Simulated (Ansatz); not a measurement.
# What a trial cell of Br relaxes into

The calculation used Ansatz 0.2.0, DFT PBE, scalar-relativistic, plane waves, PAW.

Br was placed on the sites of a reported Si cell (Ia-3, No. 206), at a guessed volume.

The final relaxation ran on this input, with the default PAW datasets:

```yaml
crystal:
  lattice:
    - [-4.1225383645, 4.1225383645, 4.1225383645]
    - [4.1225383645, -4.1225383645, 4.1225383645]
    - [4.1225383645, 4.1225383645, -4.1225383645]
  atoms:
    - { symbol: Br, position: [0.25, 0.25, 0.25] }
    - { symbol: Br, position: [0.5, 0.0, 0.25] }
    - { symbol: Br, position: [0.25, 0.5, 0.0] }
    - { symbol: Br, position: [0.0, 0.25, 0.5] }
    - { symbol: Br, position: [0.75, 0.75, 0.75] }
    - { symbol: Br, position: [0.5, 0.0, 0.75] }
    - { symbol: Br, position: [0.75, 0.5, 0.0] }
    - { symbol: Br, position: [0.0, 0.75, 0.5] }
basis:
  ecutwfc: 420
kpoints:
  mp_grid: { grid: [6, 6, 6] }
hamiltonian:
  xc: pbe
scf:
  occupations: { method: gaussian, width: 0.1 }
output:
  forces: true
  stress: true
  eigenvalues: true
relax:
  adjacent_minimum: "off"
  f_tol: 0.01
  max_steps: 80
  cell: { stress_tol: 0.05 }
```

It can be run as:

```bash
ansatz run input.yaml --threads 1 --pin off --backend cpu --events-out ev --progress --plain --runs-dir out  # memory cap (--max-ram) not shown
```

End of the output:

```
SCF converged after 3 iterations
Free energy (F): -22261.842389 eV
Harris-Foulkes:  -22261.842389 eV  (|F-HF|=1.82e-11)
Internal energy: -22261.775849 eV  (E = F + TS)
E sigma→0 (E₀):  -22261.809119 eV
Entropy (-TS):   -0.066540 eV (-8.317 meV/atom)
Fermi energy:    1.874421 eV
--- Per-component energies (eV) ---
  E_band       = -219.841629
  E_kinetic    = 1046.757168
  E_local      = -1848.202689  (includes V_loc(G=0)·N_el)
  E_nonlocal   = 561.480161
  E_hartree    = 460.525396
  E_xc         = -2097.139498
  E_vxc        = -804.706529  (∫ρ·V_xc dr)
  E_paw        = -17976.263670  (= ΣΔE_a)
  E_vpaw       = -96.220522  (= ΣTr[D̂ρ^β])
  E_aug_tail   = 0.000000  (compensation charges beyond the density's cutoff)
  E_ewald      = -2408.932717
  E_smearing   = -0.066540  (= −TS)
  E_closure    =  0.000000  (closes the sum)
  Σ components = -22261.842389   (vs F -22261.842389, Δ=0.00e0)
--- Forces (eV/Å), atoms counted from 1 ---
  atom   1  Br     0.00000000     0.00000000     0.00000000
  atom   2  Br     0.00000000     0.00000000     0.00000000
  atom   3  Br     0.00000000     0.00000000     0.00000000
  atom   4  Br     0.00000000     0.00000000     0.00000000
  atom   5  Br     0.00000000     0.00000000     0.00000000
  atom   6  Br     0.00000000     0.00000000     0.00000000
  atom   7  Br     0.00000000     0.00000000     0.00000000
  atom   8  Br     0.00000000     0.00000000     0.00000000
  max |Σ_I F_I| component: 8.10e-18 eV/Å
--- Stress (GPa, compression-positive) ---
        0.047811       0.000000       0.000000
        0.000000       0.047811       0.000000
        0.000000       0.000000       0.047811
  P = ⅓ Tr σ = 0.0478 GPa (0.478 kbar)
--- Relaxed structure (1 steps of the walk, 1 accepted, 1 SCFs on fresh bases) ---
  F+E_penalty+E_count = -22261.84238885 eV   max|allowed force component| = 1.720e-17 eV/Å   (the final SCF, on the basis selected at the relaxed cell)
  cell:  # Å, volume = 280.2555 Å³
    - [-4.122538, 4.122538, 4.122538]
    - [4.122538, -4.122538, 4.122538]
    - [4.122538, 4.122538, -4.122538]
  atoms:
    - { symbol: Br, position: [0.250000, 0.250000, 0.250000] }
    - { symbol: Br, position: [0.500000, 0.0, 0.250000] }
    - { symbol: Br, position: [0.250000, 0.500000, 0.0] }
    - { symbol: Br, position: [0.0, 0.250000, 0.500000] }
    - { symbol: Br, position: [0.750000, 0.750000, 0.750000] }
    - { symbol: Br, position: [0.5, 0.0, 0.75] }
    - { symbol: Br, position: [0.75, 0.5, 0.0] }
    - { symbol: Br, position: [0.0, 0.75, 0.5] }
```

Total energies depend on the potentials used, so only differences within one code and one set of settings carry meaning.

The result has space group Ia-3d (No. 230). Br has 3 Br at 2.92 Å and 2 Br at 3.57 Å.

It lies 0.46 eV/atom above the element's standard state at the same level.

For metals, differences of a few meV/atom aren't resolved.

Symmetry constrained the relaxation, so the result can be a saddle point.